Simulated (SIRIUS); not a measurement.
Runs of SIRIUS 7.12.0 on Ge. It takes space group Fd-3m (No. 227, cubic). The conventional cell has a = 5.658 Å, b = 5.658 Å, c = 5.658 Å, α = 90.00°, β = 90.00°, γ = 90.00°. Ge (site symmetry -43m) has 4 Ge at 2.45 Å as nearest neighbours. 

```tsv
task	level	cell	k mesh	libxc names	optimizer	fmax	max steps	target pressure	mesh quality	gap on the mesh (eV)	pressure (GPa)	relaxed volume (Å³/atom)
single point	KT2	as given	8 × 8 × 8	["XC_GGA_XC_KT2"]	-	-	-	-	not flagged	(b)	1.2	-
single point	AM05	as given	8 × 8 × 8	["XC_GGA_X_AM05", "XC_GGA_C_AM05"]	-	-	-	-	not flagged	0.00	0.8	-
single point	LDA	as given	8 × 8 × 8	["XC_LDA_X", "XC_LDA_C_PW"]	-	-	-	-	not flagged	0.00	-2.2	-
single point	BLYP	as given	8 × 8 × 8	["XC_GGA_X_B88", "XC_GGA_C_LYP"]	-	-	-	-	not flagged	0.00	6.8	-
relaxation of cell and atoms	revPBE+D3(BJ)	relaxed	4 × 4 × 4	["XC_GGA_X_PBE_R", "XC_GGA_C_PBE"]	BFGS	0.02 eV/Å	30	0 GPa	coarse	0.00	0.1	(a)
single point	PW91	as given	8 × 8 × 8	["XC_GGA_X_PW91", "XC_GGA_C_PW91"]	-	-	-	-	not flagged	0.00	3.5	-
relaxation of cell and atoms	revPBE+D3	relaxed	4 × 4 × 4	["XC_GGA_X_PBE_R", "XC_GGA_C_PBE"]	BFGS	0.02 eV/Å	30	0 GPa	coarse	0.00	0.0	24.43
single point	N12	as given	8 × 8 × 8	["XC_GGA_X_N12", "XC_GGA_C_N12"]	-	-	-	-	not flagged	0.00	(c)	-
```

Alike in all rows: potentials or basis PseudoDojo 0.4.1 PBE standard (scalar relativistic); no spin polarisation; cutoff (eV) 1078; smearing fermi-dirac 0.05 eV.

Q: Fill in the values left out.

A: (a) 23.43; (b) 0.20; (c) 0.6.

Caveats: some runs use coarse meshes; the potentials were made for another functional, which shifts forces and pressure.

A k mesh can miss the band edges, and the runs leave out spin-orbit coupling on Ge.

Not every run made on this cell is shown here.
